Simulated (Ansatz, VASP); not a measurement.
# One calculation of SnTe, two programs

File INCAR:

```
PREC = Accurate ; ENCUT = 520
EDIFF = 1E-8 ; ISMEAR = -1
SIGMA = 0.08 ; LREAL = F
LASPH = T ; NELM = 100
ALGO = Normal ; ISIF = 2
LWAVE = F ; LCHARG = F
GGA = PE ; LEFG = T
NBANDS = 17
```

File KPOINTS:

```
Automatic mesh
0
Gamma
  11 11 11
```

POSCAR

```
SnTe
1.0
    0.0000000000      3.1565000000      3.1565000000
    3.1565000000      0.0000000000      3.1565000000
    3.1565000000      3.1565000000      0.0000000000
Sn Te
1 1
Direct
    0.0000000000      0.0000000000      0.0000000000
    0.5000000000      0.5000000000      0.5000000000
```

Input for Ansatz:

```yaml
crystal:
  lattice:
    - [0.0, 3.1565, 3.1565]
    - [3.1565, 0.0, 3.1565]
    - [3.1565, 3.1565, 0.0]
  atoms:
    - { symbol: Sn, position: [0.0, 0.0, 0.0] }
    - { symbol: Te, position: [0.5, 0.5, 0.5] }
kpoints:
  mp_grid: { grid: [11, 11, 11] }
  band_path:
    path:
      - [0.0, 0.0, 0.0]
      - [0.5, 0.0, 0.5]
      - [0.625, 0.25, 0.625]
      - [0.375, 0.375, 0.75]
      - [0.0, 0.0, 0.0]
      - [0.5, 0.5, 0.5]
      - [0.5, 0.25, 0.75]
      - [0.5, 0.0, 0.5]
    npoints: 8
scf:
  occupations: { method: fermi_dirac, width: 0.08 }
hamiltonian:
  xc: pbe
  pseudopotentials: { kind: all_electron, datasets: crystal }
output:
  forces: true
  stress: true
  eigenvalues: true
  efg: { contact_densities: true }
```

Alike in both runs: task electric field gradients; functional PBE; k mesh 11 × 11 × 11; occupations fermi-dirac, width 0.08 eV; no spin polarisation.

|  | VASP | Ansatz |
| --- | --- | --- |
| version | VASP 6.6.1 | Ansatz 0.2.0 |
| potentials or method | VASP PAW PBE potentials, release 64 (Sn_d, Te) | all-electron PAW with datasets made for the crystal, scalar-relativistic |
| plane-wave cutoff (eV) | 520 | see its input |

|  | VASP | Ansatz | Ansatz less VASP |
| --- | --- | --- | --- |
| pressure (GPa) | 2.0 | 2.0 | +0.02 |
| Vzz of the field gradient on the site that differs most (V/Å²) | 0.0 | 0.0 | 0.00 |

Ansatz ran all-electron here, so the differences hold the error of VASP's frozen core and of both bases. Ansatz warned: «gradients_without_spin_orbit».

The runs have no spin-orbit coupling, so splittings on Te are missing.
